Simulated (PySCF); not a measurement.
Runs of PySCF 2.14.0 on CdTe. The structure is cubic, space group F-43m (No. 216). Conventional cell: a = 6.410 Å, b = 6.410 Å, c = 6.410 Å, α = 90.00°, β = 90.00°, γ = 90.00°. Te (site symmetry -43m) is surrounded by 4 Cd at 2.78 Å. Cd (site symmetry -43m) is surrounded by 4 Te at 2.78 Å. 

```csv
task,level,k mesh,conv_tol,exxdiv,three-centre integrals,grid for exchange and correlation,gap on the mesh (eV)
EOM-CCSD ionisation and attachment energies,HF,1 × 1 × 1,1e-08 Ha,ewald,read from an earlier run's file,-,9.82
atomic charges,r2SCAN,2 × 2 × 2,1e-07 Ha,-,read from an earlier run's file,uniform,(a)
atomic charges,PBE0,2 × 2 × 2,1e-07 Ha,ewald,read from an earlier run's file,uniform,2.57
atomic charges,PBEsol,2 × 2 × 2,1e-07 Ha,-,read from an earlier run's file,uniform,0.69
CCSD(T) correlation energy,HF,1 × 1 × 1,1e-08 Ha,ewald,read from an earlier run's file,-,9.82
MP2 correlation energy,HF,1 × 1 × 1,1e-08 Ha,ewald,-,-,9.82
excitation energies (Tamm-Dancoff),HF,2 × 2 × 2,1e-08 Ha,ewald,read from an earlier run's file,-,7.90
atomic charges,PBE,2 × 2 × 2,1e-07 Ha,-,read from an earlier run's file,uniform,0.86
atomic charges,HF,2 × 2 × 2,1e-07 Ha,ewald,read from an earlier run's file,-,7.90
```

Alike in all rows: potentials or basis DZVP-MOLOPT-HYB/GTH-HYB (UZH) (potentials made for PBE0); no spin polarisation; cell as given; smearing fixed; the mesh is coarse, so values aren't converged.

**Question.** Estimate the missing entries.

**Answer.** (a) 1.05.

Caveats: all runs use coarse meshes; spin-orbit coupling is left out, which moves the levels of the heavy elements; the basis of atomic orbitals isn't converged, which shifts pressures, moduli and gaps; on so small a mesh gaps with full-range exact exchange can be off by tenths of an eV to over 1 eV (some runs); mesh and basis are far too small for converged many-body values: gaps can be off by tenths of an eV to over 1 eV, and much correlation energy is missing (some runs); an odd mesh through Γ misses points on the zone boundary, where band edges often lie (some runs); the iterative solver can pass over a root and still report convergence (some runs).

A k mesh can miss the band edges, and the runs leave out spin-orbit coupling on Cd, Te.
